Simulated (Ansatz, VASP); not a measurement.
**One calculation of AsPt4, two programs**

```xyz
5
Lattice="-2.8321 2.8321 2.8321 2.8321 -2.8321 2.8321 2.8321 2.8321 -2.8321" Properties=species:S:1:pos:R:3 pbc="T T T"
As    0.0000    0.0000    0.0000
Pt    1.4161    1.4161   -1.4161
Pt   -1.4161    1.4161    1.4161
Pt    1.4161   -1.4161    1.4161
Pt    1.4161    1.4161    1.4161
```

The cell was built by a generator and needn't be a form met in nature.

Alike in both runs: task single point; functional PBE; k mesh 10 × 10 × 10; occupations gaussian, width 0.1 eV; no spin polarisation.

|  | VASP | Ansatz |
| --- | --- | --- |
| version | VASP 6.6.1 | Ansatz 0.2.0 |
| potentials or method | VASP PAW PBE potentials, release 64 (As, Pt) | scalar-relativistic, plane waves, PAW |
| plane-wave cutoff (eV) | 520 | 420 |
| valence electrons in the cell | 45 | 87 |

```tsv
	VASP	Ansatz	Ansatz less VASP
gap on the k mesh at the Fermi level (eV)	none	none	-
pressure (GPa)	0.1	0.0	-0.11
```

A gap of «none» marks a metal or a gap that the smearing closes. The two sets of potentials don't hold the same shells in valence.

The runs have no spin-orbit coupling, so splittings on Pt are missing.
